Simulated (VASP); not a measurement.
A VASP 6.6.1 single-point calculation on CdF2

INCAR

```
LASPH = .TRUE.
PREC = Accurate
NBANDS = 20
LCHARG = .FALSE.
LWAVE = .FALSE.
ISIF = 2
ENCUT = 520
LREAL = .FALSE.
SIGMA = 0.02
NSW = 0
GGA = PE
IBRION = -1
EDIFF = 1E-7
NELM = 5
ISMEAR = -1
```

KPOINTS

```
KPOINTS created by Atomic Simulation Environment
0
Gamma
8 8 8
0 0 0
```

POSCAR

```
Cd F
 1.0000000000000000
    -0.0000000000000000    2.6941776810402964    2.6941776810402964
     2.6941776810402964   -0.0000000000000000    2.6941776810402964
     2.6941776810402964    2.6941776810402964    0.0000000000000000
 Cd  F
   1   2
Cartesian
 -0.0000000000000000  0.0000000000000000 -0.0000000000000000
  1.3470888405201480  1.3470888405201480  1.3470888405201480
  4.0412665215604449  4.0412665215604449  4.0412665215604449
```

The recommended PBE PAW datasets give the neutral cell 26 valence electrons.

Command

```
mpirun -np 1 vasp_std
```

OSZICAR

```
N       E                     dE             d eps       ncg     rms          rms(c)
DAV:   1     0.197200406592E+03    0.19720E+03   -0.15431E+04  1192   0.131E+03
DAV:   2    -0.415420493824E+01   -0.20135E+03   -0.19376E+03  1272   0.344E+02
DAV:   3    -0.125306383394E+02   -0.83764E+01   -0.83541E+01  1352   0.767E+01
DAV:   4    -0.125667441707E+02   -0.36106E-01   -0.36104E-01  1220   0.516E+00
DAV:   5    -0.125668731672E+02   -0.12900E-03   -0.12900E-03  1344   0.280E-01
   1 F= -.12566873E+02 E0= -.12566873E+02  d E =-.312922E-11
```

Standard output (part)

```
POSCAR found type information on POSCAR CdF
 POSCAR found :  2 types and       3 ions
 LDA part: xc-table for (Slater+PW92), standard interpolation
 POSCAR, INCAR and KPOINTS ok, starting setup
 WAVECAR not read
 entering main loop
|     The electronic self-consistency was not achieved in the given           |
|     number of steps (NELM). The forces and other quantities evaluated       |
|     might not be reliable so examine the results carefully. If you find     |
|     spurious results, we suggest increasing NELM, if you were close to      |
|     convergence or switching to a different ALGO or adjusting the           |
|     density mixing parameters otherwise.                                    |
```

It didn't converge.

The fault: too few electronic steps.

The run took about 5.8 s on one core of a shared host (Intel Xeon Platinum 8488C) and held 0.14 GiB at most.
